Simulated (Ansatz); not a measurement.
# Cu3Ni: the cost of one run

Program: Ansatz 0.2.0. Level of theory: DFT PBE, scalar-relativistic, plane waves, PAW. These are calculated values, not measurements.

4 further runs of the same task are left out: 1 for a known fault of the program, 2 that didn't finish, 1 set aside as unsound or not needed.

## Step 1: The system as given

The structure is hexagonal, space group P-6m2 (No. 187). Conventional cell: a = 2.532 Å, b = 2.532 Å, c = 8.383 Å, α = 90.00°, β = 90.00°, γ = 120.00°. Around Cu (site symmetry 3m) lie 9 Cu at 2.53 to 2.58 Å and 3 Ni at 2.53 Å. Cu (site symmetry -6m2) has 12 Cu at 2.53 to 2.58 Å as nearest neighbours. Around Ni (site symmetry -6m2) lie 6 Ni at 2.53 Å and 6 Cu at 2.53 Å.

Structure file:

```cif
data_structure
_symmetry_space_group_name_H-M 'P 1'
_symmetry_Int_Tables_number 1
_cell_length_a 2.5319
_cell_length_b 2.5319
_cell_length_c 8.3831
_cell_angle_alpha 90.000
_cell_angle_beta 90.000
_cell_angle_gamma 120.000
_cell_volume 46.54
loop_
_atom_site_label
_atom_site_type_symbol
_atom_site_fract_x
_atom_site_fract_y
_atom_site_fract_z
_atom_site_occupancy
Cu1 Cu 0.33333 0.66667 0.75337 1
Cu2 Cu 0.33333 0.66667 0.24663 1
Cu3 Cu 0.66667 0.33333 0.50000 1
Ni1 Ni 0.66667 0.33333 0.00000 1
```

The start is the relaxed end of an invented cell (made as: elements ordered on the sites of the Tc type, Cu/Ni on Tc (P-6m2, No. 187)), taken up again for a closer look.

## Step 2: A first look at the guess

input.yaml reads:

```yaml
crystal:
  lattice:
    - [2.5319302, 0.0, 0.0]
    - [-1.2659651, 2.1927159, 0.0]
    - [0.0, 0.0, 8.3831044]
  atoms:
    - { symbol: Cu, position: [0.3333333, 0.6666667, 0.753374] }
    - { symbol: Cu, position: [0.3333333, 0.6666667, 0.246626] }
    - { symbol: Cu, position: [0.6666667, 0.3333333, 0.5] }
    - { symbol: Ni, position: [0.6666667, 0.3333333, 0.0] }
basis:
  ecutwfc: 420
kpoints:
  mp_grid: { grid: [6, 6, 2] }
hamiltonian:
  xc: pbe
scf:
  occupations: { method: gaussian, width: 0.1 }
  lower_state_search: "off"
output:
  forces: true
  stress: true
  eigenvalues: true
```

On the command line:

```bash
$ ansatz run input.yaml --threads 1 --pin off --max-ram 3072MiB --backend cpu --events-out ev --progress --plain --runs-dir out
```

**Question.** How long does this run take on 1 thread of Arm Neoverse V2, shared host, and how much memory does it need?

About 2.3 s, with a peak of 0.3 GiB.
